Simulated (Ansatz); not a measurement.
TaC, space group Fm-3m: an all-electron equation of state, run with the Python package of Ansatz (0.2.0).

The script, `tac.py`:
```python
import warnings

import ansatz as az
from ase.eos import EquationOfState
from ase.units import GPa
import numpy as np

XC = 'pbe'
OCCUPATIONS = 'Fermi-Dirac'
KMESH = (11, 11, 11)

VECTORS = np.array([
    [0.0, 2.223, 2.223],
    [2.223, 0.0, 2.223],
    [2.223, 2.223, 0.0],
])
SITES = [
    ('Ta', (0.0, 0.0, 0.0)),
    ('C', (0.5, 0.5, 0.5)),
]


def make_crystal(cell):
    crystal = az.Crystal(lattice=az.Lattice.of(cell))
    for symbol, position in SITES:
        crystal = crystal.atom(symbol, position)
    return crystal

warnings.simplefilter('ignore', az.DeckWarning)

volumes, energies = [], []
for scale in np.linspace(0.94, 1.06, 5):
    cell = VECTORS * scale ** (1 / 3)
    job = (
        make_crystal(cell).calculation()
        .functional(XC)
        .occupations(OCCUPATIONS)
        .kpoints(*KMESH)
        .pseudopotentials('all_electron', lapw=True)
    )
    rep = job.run(threads=1, pin='off').report
    volumes.append(abs(np.linalg.det(cell)) / len(SITES))
    energies.append(rep['free_energy_ev'] / len(SITES))
    print(f'{scale:.3f} {volumes[-1]:9.4f} A^3/atom {energies[-1]:16.5f} eV/atom  (estimated basis error {1000 * rep["lapw_basis_errors"]["total_ev_per_atom"]:.2f} meV/atom)')
v0, e0, bulk = EquationOfState(volumes, energies, eos='birchmurnaghan').fit()
print(f'V0 = {v0:.4f} A^3/atom, B0 = {bulk / GPa:.1f} GPa')
```

Its results, one of them left out:

| V (Å³/atom) | F less the lowest row shown (meV/atom) |
| --- | --- |
| 10.326 | 78.93 |
| 10.656 | 28.71 |
| 10.985 | 3.58 |
| 11.315 | 0.00 |
| 11.645 | ? |

What is the missing energy at 11.645 Å³ an atom?

A third-order Birch-Murnaghan fit, E = E0 + (9 V0 B0 / 16) [(t - 1)³ B' + (t - 1)² (6 - 4t)] with t = (V0/V)^(2/3), through the 4 rows shown gives V0 = 11.208 Å³, B0 = 321.0 GPa, B' = 4.13 and E0 = -1.00 meV. At V = 11.645 Å³, t = 0.97485, and the fit extrapolates to 14.94 meV. The run gave 14.93 meV, a miss of 0.02 meV.

Reading the output:
- For a metal this k-point mesh is coarse: on a finer one energies can move by several to tens of meV an atom and pressures by half a GPa or more, differences at one mesh by less.
- Of the deposited cell: the entry's cell lengths or inner coordinates differ somewhat from later room-temperature determinations.
- Spin-orbit coupling, which matters for elements this heavy, is left out.
- The structure is a deposited one; some such entries were measured under pressure or heat, so a shift against it needn't be the functional's error alone.
- Timing: 89 s on 1 thread of Arm Neoverse V1 (shared host), peak memory 0.5 GiB.
